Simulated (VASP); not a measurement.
# VASP 6.6.1 run: PbS

INCAR

```
ISIF = 2
LWAVE = .FALSE.
MAGMOM = 3 3
SIGMA = 0.02
LASPH = .TRUE.
LCHARG = .FALSE.
NBANDS = 17
ENCUT = 520
GGA = PE
LREAL = .FALSE.
ISPIN = 2
IBRION = -1
NELM = 120
EDIFF = 0.001
NSW = 0
ISMEAR = -1
PREC = Accurate
```

KPOINTS

```
KPOINTS created by Atomic Simulation Environment
0
Gamma
8 8 8
0 0 0
```

POSCAR

```
Pb S
 1.0000000000000000
     0.0000000000000000    3.0171050030000002    2.9795134130999998
     3.0171050030000002    0.0000000000000000    2.9795134130999998
     3.0171050030000002    3.0171050030000002    0.0000000000000000
 Pb  S
   1   1
Cartesian
  0.0000000000000000  0.0000000000000000  0.0000000000000000
  3.0171050030000002  3.0171050030000002  2.9795134130999994
```

The recommended PBE PAW datasets give the neutral cell 20 valence electrons.

Command

```
mpirun -np 1 vasp_std
```

How does this run end, and what does it give?

It converged. Results: pressure 0.1 GPa; magnetic moment of the cell -0.01 μB.

OSZICAR

```
N       E                     dE             d eps       ncg     rms          rms(c)
DAV:   1     0.160410559587E+03    0.16041E+03   -0.96047E+03  4028   0.124E+03
DAV:   2     0.601657300850E+01   -0.15439E+03   -0.14909E+03  4304   0.316E+02
DAV:   3    -0.580035340869E+01   -0.11817E+02   -0.11666E+02  5189   0.913E+01
DAV:   4    -0.610103023545E+01   -0.30068E+00   -0.30024E+00  5040   0.159E+01
DAV:   5    -0.611225005781E+01   -0.11220E-01   -0.11219E-01  5978   0.303E+00    0.157E+01
DAV:   6    -0.864823745379E+01   -0.25360E+01   -0.21931E+00  5690   0.878E+00    0.568E+00
DAV:   7    -0.876874854510E+01   -0.12051E+00   -0.27172E-01  4506   0.337E+00    0.244E+00
DAV:   8    -0.876806727084E+01    0.68127E-03   -0.20976E-02  5039   0.100E+00    0.125E+00
DAV:   9    -0.876868436031E+01   -0.61709E-03   -0.43098E-03  5125   0.585E-01
   1 F= -.87686844E+01 E0= -.87686843E+01  d E =-.516310E-07  mag=    -0.0104
```

Standard output (part)

```
POSCAR found type information on POSCAR PbS
 POSCAR found :  2 types and       2 ions
 LDA part: xc-table for (Slater+PW92), standard interpolation
 POSCAR, INCAR and KPOINTS ok, starting setup
 WAVECAR not read
 entering main loop
```

For comparison, a separate PBE run of the intended cell, on usual settings and not on those above, gives a gap of 0.50 eV on its mesh and a pressure of -0.1 GPa.
